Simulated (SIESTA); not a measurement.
A calculation with SIESTA 5.4.2 of CoSi2 (native input, structure typed inline):

Contents of CoSi2.fdf:

```
SystemName                      CoSi2
SystemLabel                     CoSi2
NumberOfSpecies                 2
NumberOfAtoms                   3
%block ChemicalSpeciesLabel
  1  27 Co
  2  14 Si
%endblock ChemicalSpeciesLabel

LatticeConstant                 1.0 Ang
%block LatticeVectors
     0.0000000000     2.6780000000     2.6780000000
     2.6780000000     0.0000000000     2.6780000000
     2.6780000000     2.6780000000     0.0000000000
%endblock LatticeVectors
AtomicCoordinatesFormat         Fractional
%block AtomicCoordinatesAndAtomicSpecies
     0.0000000000     0.0000000000     0.0000000000  1  Co
     0.7500000000     0.7500000000     0.7500000000  2  Si
     0.2500000000     0.2500000000     0.2500000000  2  Si
%endblock AtomicCoordinatesAndAtomicSpecies

%block kgrid.MonkhorstPack
    7   0   0  0.0
    0   7   0  0.0
    0   0   7  0.0
%endblock kgrid.MonkhorstPack
XC.Functional                   GGA
XC.Authors                      PBEsol
PAO.BasisSize                   DZP
PAO.EnergyShift                 0.002 Ry
Mesh.Cutoff                     800 Ry
Spin                            polarized
%block DM.InitSpin
    1   2.000
    2   0.000
    3   0.000
%endblock DM.InitSpin
OccupationFunction              FD
ElectronicTemperature           0.05 eV
MaxSCFIterations                200
SCF.MustConverge                false
SCF.Mixer.Method                Pulay
SCF.Mixer.Weight                0.1
SCF.Mixer.History               10
SCF.DM.Tolerance                5.0e-05
SCF.H.Tolerance                 1.0e-03 eV
WriteForces                     true
Charge.Mulliken                 end
```

Potentials or basis: PseudoDojo 0.4 standard (PBEsol files), DZP (energy shift 0.002 Ry).

Command:

```console
$ siesta CoSi2.fdf > CoSi2.out 2>&1
```

Problem. Write the same calculation in another form: ASE script, structure typed inline.

Solution. As run:

The input run.py:

```python
from ase import Atoms
from ase.calculators.siesta import Siesta
from ase.units import Ry, GPa

atoms = Atoms(
    ['Co', 'Si', 'Si'],
    cell=[
        [0.0, 2.678, 2.678],
        [2.678, 0.0, 2.678],
        [2.678, 2.678, 0.0],
    ],
    scaled_positions=[
        [0.0, 0.0, 0.0],
        [0.75, 0.75, 0.75],
        [0.25, 0.25, 0.25],
    ],
    pbc=True,
)

fdf = {
    'SCFMustConverge': False,
    'DM.InitSpin': ['  1   2.000', '  2   0.000', '  3   0.000'],
    'OccupationFunction': 'FD',
    'ElectronicTemperature': '0.05 eV',
    'MaxSCFIterations': '200',
    'SCF.Mixer.Method': 'Pulay',
    'SCF.Mixer.Weight': '0.1',
    'SCF.Mixer.History': '10',
    'SCF.DM.Tolerance': '5.0e-05',
    'SCF.H.Tolerance': '1.0e-03 eV',
    'WriteForces': 'true',
    'Charge.Mulliken': 'end',
}
calc = Siesta(
    label="CoSi2",
    command="siesta < PREFIX.fdf > PREFIX.out",
    pseudo_path="pseudos",
    pseudo_qualifier="",
    xc=('GGA', 'PBEsol'),
    basis_set="DZP",
    mesh_cutoff=800 * Ry,
    energy_shift=0.002 * Ry,
    kpts=[7, 7, 7],
    spin="collinear",
    fdf_arguments=fdf,
)
atoms.calc = calc

print(f"energy = {atoms.get_potential_energy():.6f} eV")
free = atoms.get_potential_energy(force_consistent=True)
print(f"free energy = {free:.6f} eV")
print("forces (eV/A):")
print(atoms.get_forces(apply_constraint=False).round(6))
print("stress (GPa, Voigt order, tension positive):", (atoms.get_stress() / GPa).round(4))
```

Potentials or basis: PseudoDojo 0.4 standard (PBEsol files), DZP (energy shift 0.002 Ry).

Launch:

```bash
$ python run.py
```

Both were run:

|  | native input, structure typed inline | ASE script, structure typed inline |
| --- | --- | --- |
| Pressure | -3.0 GPa | -3.0 GPa |
| Band gap on the k mesh | none (metal or under the smearing width) | none (metal or under the smearing width) |
| Net moment | 0.00 μB per cell | 0.00 μB per cell |

Keys that steer only the numerical path or the files written may differ.

Caveat: the starting moments collapsed, and a magnetic state may lie lower; semicore shells carry a single zeta, which can move pressures by several GPa and volumes by a few percent; the basis of atomic orbitals isn't converged, which shifts pressures, moduli and gaps.
